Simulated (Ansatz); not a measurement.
**AlNi (Cmmm): fixed-spin-moment curve**

Wanted for AlNi (Cmmm): a fixed-spin-moment curve.

All numbers are computed with Ansatz 0.2.0, driven from Python. Level of theory: DFT PBEsol, plane waves, PAW.

**1. The structure**

Symmetry: Cmmm, No. 65, orthorhombic system. Conventional cell: a = 3.877 Å, b = 3.906 Å, c = 3.099 Å, α = 90.00°, β = 90.00°, γ = 90.00°. Around Al (site symmetry mmm) lie 8 Ni at 2.48 to 2.49 Å and 4 Al at 2.75 Å. Ni (site symmetry mmm) has 8 Al at 2.48 to 2.49 Å and 4 Ni at 2.75 Å as nearest neighbours.

Input file POSCAR_alni:

```text
AlNi
1.0
   1.93869400   -1.95319015    0.00000000
   1.93869400    1.95319015    0.00000000
   0.00000000    0.00000000    3.09943004
Al Ni
1 1
Direct
   0.00000000    0.00000000    0.00000000
   0.50000000    0.50000000    0.50000000
```

**2. Script**

Contents of alni.py:

```python
"""Fixed-spin-moment curve of AlNi."""

import warnings

import ansatz
from ase.io import read

warnings.simplefilter("ignore", ansatz.DeckWarning)

atoms = read("POSCAR_alni", format="vasp")
structure = ansatz.Crystal.from_ase(atoms)

model = structure.calculation()
model = model.occupations("Marzari-Vanderbilt", width=0.2).eigensolver("davidson")
model = model.functional(ansatz.Functional.PBESOL).kpoints(8, 8, 7, shift=0.5)
model = model.mixing("anderson", ndim=6, beta=0.4)
model = model.scf(extra_bands=6, lower_state_search="off")
# a hard lock holds the total moment, with one Fermi level a spin
rows = []
for total in [0.0, 0.4, 0.7, 1.1, 1.4, 1.8]:
    data = model.spin("collinear", total=total, lock="hard").run().report
    up, down = data["spin_fermi_energies_ev"]
    rows.append((total, data["free_energy_ev"], up - down, data["absolute_magnetization_mub"]))
reference = rows[0][1]
rows = [(m, 1000 * (e - reference), split, size) for m, e, split, size in rows]
for row in rows:
    print("; ".join(f"{name} = {round(v, 4) if isinstance(v, float) else v}" for name, v in zip(["total muB", "F - F(0) meV", "EF up - down eV", "absolute muB"], row)))
best = min(rows, key=lambda row: row[1])
print(f"lowest at {best[0]} muB per cell, {best[1]:.1f} meV against the first point")
```

**3. The calls as engine input**

The engine receives this input (first run):

```yaml
crystal:
  lattice:
    - [1.938694, -1.95319015, 0.0]
    - [1.938694, 1.95319015, 0.0]
    - [0.0, 0.0, 3.09943004]
  atoms:
    - { symbol: Al, position: [0.0, 0.0, 0.0] }
    - { symbol: Ni, position: [0.5, 0.5, 0.5] }
kpoints:
  mp_grid:
    grid: [8, 8, 7]
    shift: [0.5, 0.5, 0.5]
hamiltonian:
  xc: pbesol
magnetization:
  spin_polarized: true
  initial_magnetization: 0.0
  spin_locking:
    lock_magnetization: hard
scf:
  n_extra_bands: 6
  lower_state_search: "off"
  mixing:
    algorithm: anderson
    beta: 0.4
    ndim: 6
  occupations:
    method: cold
    width: 0.2
  eigensolver:
    kind: davidson
```

**4. Running it**

Run with:

```console
> python alni.py
```

The program printed:

```text
RunWarning: this spin-polarised run has no starting moment large enough to seed its density, and nothing else in its deck makes the two spin channels differ, so an SCF from that start keeps the magnetisation at zero until it first converges, unless a state found ahead of a linear-response series gives it moments (lr_reference_state). Behind a single point's SCF or a chain's scf step, and behind the single point that a walk or a batch makes first, from which its own SCFs then go on, or that a relaxation makes of its relaxed geometry, scf.lower_state_search: standard or full (behind the one that displaced cells, or strained cells with clamped ions and elastic.basis: reselect, set out from, [...]
total muB = 0.0; F - F(0) meV = 0.0; EF up - down eV = 0.0; absolute muB = 0.0
total muB = 0.4; F - F(0) meV = 68.1849; EF up - down eV = 0.7245; absolute muB = 0.4
total muB = 0.7; F - F(0) meV = 214.2634; EF up - down eV = 1.4199; absolute muB = 0.7
total muB = 1.1; F - F(0) meV = 643.852; EF up - down eV = 2.8654; absolute muB = 1.1
total muB = 1.4; F - F(0) meV = 1109.6514; EF up - down eV = 3.3167; absolute muB = 1.4
total muB = 1.8; F - F(0) meV = 1849.7264; EF up - down eV = 4.013; absolute muB = 1.8
lowest at 0.0 muB per cell, 0.0 meV against the first point
```

(Warnings from the package without file and line, shortened.)

It took 13 s on 1 thread of Intel Xeon 6975P-C (Granite Rapids), shared host; peak memory 0.44 GiB.

**5. Inputs of later runs**

The engine's inputs for some of the other runs:

Run 3, against run 1:

```diff
@@ -17 +17 @@
-  initial_magnetization: 0.0
+  initial_magnetization: 0.7
```

Run 4, against run 1:

```diff
@@ -17 +17 @@
-  initial_magnetization: 0.0
+  initial_magnetization: 1.1
```

Run 5, against run 1:

```diff
@@ -17 +17 @@
-  initial_magnetization: 0.0
+  initial_magnetization: 1.4
```

**6. The engine's runs**

One row for each of the 6 runs:

| run | total moment held (μB) | energy from run 1 (meV/atom) | moment (μB/cell) | SCF cycles | CPU time (s) |
| --- | --- | --- | --- | --- | --- |
| 1 | 0.0 | 0.00 | 0.00 | 11 | 1.1 |
| 2 | 0.4 | 34.09 | 0.40 | 14 | 2.4 |
| 3 | 0.7 | 107.13 | 0.70 | 13 | 2.2 |
| 4 | 1.1 | 321.93 | 1.10 | 12 | 2.2 |
| 5 | 1.4 | 554.83 | 1.40 | 11 | 2 |
| 6 | 1.8 | 924.86 | 1.80 | 12 | 2.1 |

Energies are free energies F = E - TS of the smeared occupations. 

**7. Summary of results**

| quantity | value |
| --- | --- |
| runs compared | 6 |
| range of energy | 924.86 meV/atom |
| lowest point, total moment held (μB) | 0.0 |

The lowest point lies at 0 μB a cell, the first of the scan; at 1.8 μB the energy is 1850 meV above the lowest. What to keep in mind:
- For a metal this k-point mesh is coarse: on a finer one energies can move by several to tens of meV an atom and pressures by half a GPa or more, differences at one mesh by less.
- Within a few hundredths of an angstrom the cell has the higher group P4/mmm; the lower one is a small distortion.
- The structure comes from a database of computed cells and needn't be a stable or known phase.
- Only points where the Fermi levels of the two spins meet (minima, maxima and zero moment) are free solutions; a shallow minimum can lie between the points.
